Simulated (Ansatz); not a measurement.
**TaN: all-electron results**

```yaml
crystal:
  lattice:
    - [5.18500, 0.00000, 0.00000]
    - [-2.59250, 4.49034, 0.00000]
    - [0.00000, 0.00000, 2.90800]
  atoms:
    - { symbol: Ta, position: [0.00000, 0.00000, 0.00000] }
    - { symbol: Ta, position: [0.33333, 0.66667, 0.50000] }
    - { symbol: Ta, position: [0.66667, 0.33333, 0.50000] }
    - { symbol: N, position: [0.50000, 0.00000, 0.00000] }
    - { symbol: N, position: [0.50000, 0.50000, 0.00000] }
    - { symbol: N, position: [0.00000, 0.50000, 0.00000] }
```

Atoms are numbered in the order listed.

The cell comes from COD entry 1539256, which wasn't checked; take it as a given geometry.

No spin–orbit coupling, which matters for the heavy atoms here.

Methods: DFT, PBE, all-electron LAPW, scalar-relativistic (Ansatz 0.2.0); DFT, PBE, PAW with Ansatz's default frozen-core files, scalar-relativistic (Ansatz 0.2.0).

For LAPW: a Γ-centred 5×5×8 k mesh, Fermi–Dirac smearing of 0.03 eV, basis error target 0.5 meV/atom, no spin polarisation. PAW takes a cutoff of 420 eV at this cell. The Ansatz runs share mesh, smearing and spin set-up. Values come from LAPW unless marked.

```json
{
  "Band gap": "none: bands cross the Fermi level, a metal",
  "Pressure at this cell": "104.0 kbar",
  "Löwdin charges (with 0.28 e of the cell spilling out of the atomic basis, so their sizes and signs hang on that basis)": "Ta1 0.49, Ta2 0.91, N4 -0.68 e",
  "Density of states at the Fermi level (0.2 eV bin)": "0.46 states/eV per cell",
  "Volume per atom": "11.28 Å³"
}
```

Q: Give the computed value. Stress xx, yy, zz (compression positive).

A: 10.08, 10.08, 11.04 GPa.

Q: Give the computed value. Bader charges (from the PAW run).

A: Ta1 +0.78, Ta2 +2.14, N4 -1.69 e.
